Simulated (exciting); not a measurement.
Consider CaO (Lime), space group Fm-3m.

```xyz
2
Lattice="0.0000 2.4065 2.4065 2.4065 0.0000 2.4065 2.4065 2.4065 0.0000" Properties=species:S:1:pos:R:3 pbc="T T T"
Ca    0.0000    0.0000    0.0000
O     2.4065    2.4065    2.4065
```

Absorber: atom 2, with 6 Ca at 2.41 Å (octahedral, site symmetry m-3m). Method: exciting, all-electron LAPW+lo, LDA, exchange and screened direct term (singlet BSE), 5×5×5 shifted k points, 18 conduction bands, |G+q| up to 3 bohr⁻¹, full RPA screening with nempty = 37, Lorentzian half width 0.45 eV.

Predict the O K near-edge structure at this level.

Bound core exciton? Undecided on this mesh: the first bright state (over 5 % of the brightest) lies at -0.27 eV from the Kohn–Sham onset; weaker or dark states reach down to -0.70 eV. Maxima (height): 0.6 eV (1.00), 3.7 eV (0.53), 8.9 eV (0.34), 13.1 eV (0.19) and 22.5 eV (0.41).

Energy from the Kohn–Sham onset, core level to the lowest empty state found on the meshes used; Im ε in relative units:

```csv
E (eV),Im ε
-4.0,0.02
-3.5,0.03
-3.0,0.03
-2.5,0.04
-2.0,0.06
-1.5,0.09
-1.0,0.15
-0.5,0.31
0.0,0.68
0.5,0.98
1.0,0.91
1.5,0.68
2.0,0.52
2.5,0.44
3.0,0.43
3.5,0.50
4.0,0.50
4.5,0.39
5.0,0.34
5.5,0.27
6.0,0.23
6.5,0.22
7.0,0.20
7.5,0.19
8.0,0.20
8.5,0.29
9.0,0.34
9.5,0.21
10.0,0.15
10.5,0.13
11.0,0.12
11.5,0.12
12.0,0.12
12.5,0.15
13.0,0.19
13.5,0.14
14.0,0.09
14.5,0.07
15.0,0.08
15.5,0.09
16.0,0.10
16.5,0.10
17.0,0.11
17.5,0.12
18.0,0.11
18.5,0.13
19.0,0.16
19.5,0.22
20.0,0.29
20.5,0.34
21.0,0.33
21.5,0.33
22.0,0.36
22.5,0.41
```

With 125 k points the binding energies are rough. The kernel cutoff is low for a compact core orbital, so the effect of exchange is a lower bound. The zero comes from the shifted mesh, which comes near the band minimum without meeting it. The Kohn–Sham onset, 503 eV, is no photon energy: the scale needs a rigid shift. Bands and screening come from semilocal DFT, whose small gap overscreens. Vibrations and energy-dependent lifetimes are left out. The structure is a published determination, not relaxed.

[Banner, clock and machine lines of the logs are left out without a mark of their own.]

[Logs are printed without paths, hosts, clocks, repeated set-up lines and the standing remarks that a program may print on its own settings, such as how far it seeks lower states.]

[Hosts, paths, dates, database ids (printed as entryN), source tags and the programs' standing remarks are cut or masked in the printed files.]
